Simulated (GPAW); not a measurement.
The system is Si2Ni.

```
Ni Si
1.0
     0.00000    2.70300    2.70300
     2.70300    0.00000    2.70300
     2.70300    2.70300    0.00000
Ni Si
1 2
Cartesian
  0.0000 0.0000 0.0000
  4.0545 4.0545 4.0545
  1.3515 1.3515 1.3515
```

Base run:

| Property | Result |
| --- | --- |
| Program | GPAW 26.7.0 |
| Functional | PBEsol |
| Potentials or basis | PAW data sets generated in the run's folder for this functional |
| Cutoff | 600 eV |
| Basis | pw |
| k mesh | 9 × 9 × 9 |
| Occupations | fermi-dirac, width 0.05 eV |
| Spin | collinear spin, ferromagnetic start |
| Starting moments | [1.0, 0.0, 0.0] μB |
| Hubbard terms | Ni d U = 3 eV |

Its results: pressure -0.8 GPa; net moment 0.00 μB per cell.

Question: After a change of settings the same cell gave: pressure -1.3 GPa; net moment 0.00 μB per cell. Which change was it?
A. hubbard terms from Ni d U = 3 eV to Ni d U = 2 eV
B. hubbard terms from Ni d U = 3 eV to none
C. hubbard terms from Ni d U = 3 eV to Ni d U = 4 eV

Answer: C.

Caveats: the stock nickel data set gives pressures a few GPa off other programs; the U is typed as a test and isn't derived for this compound.

Runs at the PBE level aren't shown here.
